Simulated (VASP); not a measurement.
Runs of VASP 6.6.1 on EuO. Symmetry: Fm-3m, No. 225, cubic system. The conventional cell has a = 5.144 Å, b = 5.144 Å, c = 5.144 Å, α = 90.00°, β = 90.00°, γ = 90.00°. Eu (site symmetry m-3m) is surrounded by 6 O at 2.57 Å. O (site symmetry m-3m) has 6 Eu at 2.57 Å as nearest neighbours. The cell was built by a generator and isn't the measured one.

```csv
spin,U,fixed moment (μB),gap on the mesh (eV),pressure (GPa),moment (μB)
"collinear, ferromagnetic start",Eu f U = 2 eV,4,-,(a),4.00
"collinear, ferromagnetic start",Eu f U = 7 eV,-,0.27,2.0,7.00
"collinear, random start",Eu f U = 7 eV,-,0.27,2.2,7.00
"collinear, ferromagnetic start",Eu f U = 2 eV,-,none,-2.4,7.00
"collinear, random start",Eu f U = 2 eV,-,none,(b),7.00
```

Alike in all rows: task single point; level PBE+U; potentials or basis VASP PAW PBE potentials, release 64 (Eu, O); cell as given; k mesh 6 × 6 × 6; cutoff (eV) 520; smearing gaussian 0.05 eV.

**Question.** Fill in the values left out.

**Answer.** (a) -6.2; (b) -2.1.

Caveats: spin-orbit coupling is left out, which moves the levels of the heavy elements; a cell with one magnetic atom can't hold antiferromagnetic order, which such compounds often take; the moment is held away from its start (some runs); the total moment is fixed, so each spin has its own Fermi level (some runs).

A k mesh can miss the band edges, and the runs leave out spin-orbit coupling on Eu.

A gap of «none» marks a metal or a gap under the smearing width.
